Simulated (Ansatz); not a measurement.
Input of an Ansatz 0.2.0 run:

Contents of input.yaml:

```yaml
crystal:
  lattice:
    - [2.34185, -1.7113, 0.0]
    - [2.34185, 1.7113, 0.0]
    - [-0.8500274268, 0.0, 5.0578693947]
  atoms:
    - { symbol: Cu, position: [0.5, 0.0, 0.5] }
    - { symbol: Cu, position: [0.0, 0.5, 0.0] }
    - { symbol: O, position: [0.4184, 0.5816, 0.75] }
    - { symbol: O, position: [0.5816, 0.4184, 0.25] }
hamiltonian:
  xc: pbe
  pseudopotentials: { kind: paw }
kpoints:
  mp_grid: { grid: [10, 10, 5] }
scf:
  occupations: { method: fermi_dirac, width: 0.05 }
basis:
  ecutwfc: "800 eV"
output:
  forces: true
  stress: true
  eigenvalues: true
```

Potentials or basis: Ansatz PAW.

The run is started by

```sh
$ ansatz run input.yaml --threads 2 --pin off --max-ram 5120MiB --backend cpu --events-out ev --progress --plain --runs-dir out
```

Problem. Predict the pressure.

Solution. 5.7 GPa.

Problem. What does it give for the band gap on the k mesh?

Solution. None (metal or under the smearing width).

Problem. Estimate the largest force.

Solution. 0.261 eV/Å.

Forces in eV/Å, atoms in the order of the input:
```
Cu   0.000  0.000  0.000
Cu   0.000  0.000  0.000
O    0.000 -0.261  0.000
O    0.000  0.261  0.000
```

Caveat: the run has no spin polarisation, though such a crystal can be magnetic; semilocal functionals often make such compounds metallic where correlation or magnetic order opens a gap, which also shifts bond lengths. With open d or f shells a metallic result of PBE can be an artefact of self-interaction; +U or a hybrid may open a gap.
